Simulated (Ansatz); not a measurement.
CsI (CsCl type), relaxed with HSE06 (Ansatz, an electronic-structure program, plane waves, PAW): a = b = c = 4.637 Å, α = β = γ = 90.00°.

| Property | Result |
|---|---|
| gap (eV) | 4.73 |
| B₀ by P(V) fit (GPa) | 10.5 |

**Question.** The same phase is relaxed and computed with LDA in the same code. What are the cell and these values now?

**Answer.** a = b = c = 4.4014 Å, α = β = γ = 90.00°.

gap (eV): 3.80
B₀ by P(V) fit (GPa): 17.0

All cells were relaxed under the symmetry of their starts (and spin orders); stability against distortions was not tested throughout. Scalar-relativistic: spin–orbit coupling is off unless named, which matters more the heavier the elements.

Potentials: the later of the program's two PAW sets.

Ansatz is a plane-wave DFT program.
